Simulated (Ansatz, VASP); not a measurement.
# Te2Pt (Moncheite) in VASP and in Ansatz

```
CELL_PARAMETERS angstrom
4.01000 0.00000 0.00000
-2.00500 3.47276 0.00000
0.00000 0.00000 5.20100
ATOMIC_POSITIONS crystal
Pt 0.00345 0.00833 0.00296
Te 0.67638 0.33636 0.75095
Te 0.32650 0.67186 0.24278
```

Change from the starting cell: atoms moved at random, drawn with an rms of 0.05 Å.

Alike in both runs: task single point; functional PBE; k mesh 8 × 8 × 5; occupations fermi-dirac, width 0.05 eV; no spin polarisation.

```csv
,VASP,Ansatz
version,VASP 6.6.1,Ansatz 0.2.0
potentials or method,"VASP PAW PBE potentials, release 64 (Pt, Te)",Ansatz PAW
plane-wave cutoff (eV),520,420
valence electrons in the cell,22,50
```

```tsv
	VASP	Ansatz	Ansatz less VASP
gap on the k mesh at the Fermi level (eV)	none	none	-
pressure (GPa)	9.7	10.0	+0.22
largest component of the traceless stress (GPa)	1.43	1.43	+0.007
rms of the force components (eV/Å)	0.652	0.656	+0.0037
```

Atom by atom the forces differ by 0.004 eV/Å (rms over components). A gap of «none» marks a metal or a gap that the smearing closes. The functional is the same, so the differences come from potentials, cutoffs and numerics. The two sets of potentials don't hold the same shells in valence.

Spin-orbit coupling is left out, which matters for the levels of Pt, Te.
